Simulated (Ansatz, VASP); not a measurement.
**Two plane-wave programs on V**

File INCAR:

```
PREC = Accurate ; ENCUT = 520
EDIFF = 1E-6 ; ISMEAR = 0
SIGMA = 0.024 ; LREAL = False
LASPH = True ; NELM = 150
ALGO = Fast ; ISIF = 2
LWAVE = False ; LCHARG = False
ISPIN = 2 ; MAGMOM = 2
LORBIT = 11 ; LMAXMIX = 4
GGA = PE ; NBANDS = 16
```

File KPOINTS:

```
Automatic mesh
0
Gamma
  12 12 12
```

POSCAR

```
V
1.0
   -1.5143500000      1.5143500000      1.5143500000
    1.5143500000     -1.5143500000      1.5143500000
    1.5143500000      1.5143500000     -1.5143500000
V
1
Direct
    0.0000000000      0.0000000000      0.0000000000
```

The input input.yaml:

```yaml
crystal:
  lattice:
    - [-1.51435, 1.51435, 1.51435]
    - [1.51435, -1.51435, 1.51435]
    - [1.51435, 1.51435, -1.51435]
  atoms:
    - { symbol: V, position: [0.0, 0.0, 0.0], spin: 2.0 }
hamiltonian:
  xc: pbe
  pseudopotentials: { kind: paw }
magnetization:
  spin_polarized: true
kpoints:
  mp_grid: { grid: [12, 12, 12] }
scf:
  occupations: { method: gaussian, width: 0.024 }
output:
  forces: true
  stress: true
  eigenvalues: true
```

Alike in both runs: task single point; functional PBE; k mesh 12 × 12 × 12; occupations gaussian, width 0.024 eV; collinear spin.

|  | VASP | Ansatz |
| --- | --- | --- |
| version | VASP 6.6.1 | Ansatz 0.2.0 |
| potentials or method | VASP PAW PBE potentials, release 64 (V_sv) | Ansatz PAW |
| plane-wave cutoff (eV) | 520 | 420 |
| valence electrons in the cell | 13 | 13 |

|  | VASP | Ansatz | Ansatz less VASP |
| --- | --- | --- | --- |
| gap on the k mesh at the Fermi level (eV) | none | none | - |
| pressure (GPa) | -5.1 | -5.2 | -0.13 |
| net moment per atom (μB) | 0.12 | 0.12 | -0.003 |
| size of the moment on the site where the two differ most (μB) | 0.11 | 0.10 | -0.008 |

Site moments also hang on the region over which each program counts them. A gap of «none» marks a metal or a gap that the smearing closes. With one functional, cell and mesh, what is left measures potentials, basis and numerics.

Caveats: the starting moments weren't kept (Ansatz).
